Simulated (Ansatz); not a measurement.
Below is a relaxed structure of B. The cell was found from a structure generator's guess, not taken from experiment.

Method: DFT PBE, scalar-relativistic, plane waves, PAW in Ansatz. Cutoff 420 eV, Γ-centred mesh, Gaussian smearing, no spin polarisation.

```cif
data_structure
_symmetry_space_group_name_H-M 'P 1'
_symmetry_Int_Tables_number 1
_cell_length_a 2.9061
_cell_length_b 2.9061
_cell_length_c 5.8611
_cell_angle_alpha 109.317
_cell_angle_beta 109.317
_cell_angle_gamma 67.468
_cell_volume 41.95
loop_
_atom_site_label
_atom_site_type_symbol
_atom_site_fract_x
_atom_site_fract_y
_atom_site_fract_z
_atom_site_occupancy
B1 B 0.70368 0.67994 0.53806 1
B2 B 0.29632 0.32006 0.46194 1
B3 B 0.28974 0.71026 0.25000 1
B4 B 0.67994 0.70368 0.03806 1
B5 B 0.32006 0.29632 0.96194 1
B6 B 0.71026 0.28974 0.75000 1
```

Energies count from the standard state of B at the same level.

(1) What space group does it have?

(2) How far does it lie from the standard state of B?

(3) Is it a metal?

Results:

(1) C2/c (No. 15). Conventional cell: a = 4.834 Å, b = 3.228 Å, c = 5.861 Å, β = 113.4°. B on a site of symmetry 1 has 6 B at 1.73–1.93 Å; B on a site of symmetry 2 has 4 B at 1.73–1.80 Å and 2 B at 1.93 Å.

(2) +0.28 eV/atom. So it is a metastable form at best.

(3) Yes, bands cross the Fermi level on the 14×14×8 mesh.

The last run used a 14×14×8 mesh (in the run's order of axes) for its 6-atom cell and Gaussian smearing of 0.10 eV. This cell was reached by moving the atoms of another relaxed cell at random and relaxing again, last within the group found; it had no such test of its own.
